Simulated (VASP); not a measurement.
KMgF3 under changes of volume

One of the cells (12.918 Å³/atom); the others are scaled copies at fixed shape and fractional positions:

```
CELL_PARAMETERS angstrom
4.01230 0.00000 0.00000
0.00000 4.01230 0.00000
0.00000 0.00000 4.01230
ATOMIC_POSITIONS crystal
K 0.50000 0.50000 0.50000
Mg 0.00000 0.00000 0.00000
F 0.00000 0.00000 0.50000
F 0.00000 0.50000 0.00000
F 0.50000 0.00000 0.00000
```

* Program: VASP 6.6.1
* Functional: PBE
* Potentials or basis: VASP PAW PBE potentials, release 64 (K_sv, Mg, F)
* Cutoff: 520 eV
* k mesh: 7 × 7 × 7
* Occupations: fermi-dirac, width 0.05 eV
* Spin: no spin polarisation

```csv
volume (Å³/atom),energy over the lowest point (meV/atom),pressure (GPa),gap on the mesh (eV)
11.905,37.47,9.2,7.83
12.159,24.11,7.0,7.66
12.412,14.02,5.1,7.49
12.918,?,?,?
13.172,0.06,0.4,7.04
13.425,0.00,-0.9,6.91
```

Q: What does the run at 12.918 Å³/atom give?

A: Energy over the lowest point 2.27 meV/atom; pressure 1.8 GPa; gap on the mesh 7.19 eV.

Worked out: A Birch-Murnaghan fit of order 3 (a polynomial in V^(-2/3)) to the other rows has its minimum at 13.30 Å³/atom with B0 = V·E''(V) = 67 GPa and B' = 4.3. It gives 2.27 meV/atom at 12.918 Å³/atom, against the run's 2.27, and -dE/dV = 2.1 GPa, against 1.8. A straight line through the other rows of the gap, of slope -7.66 eV per unit of ln V, gives 7.20 eV, against the run's 7.19.

Energies are extrapolated to zero smearing.

Caveats: an odd mesh through Γ misses points on the zone boundary, where band edges often lie.
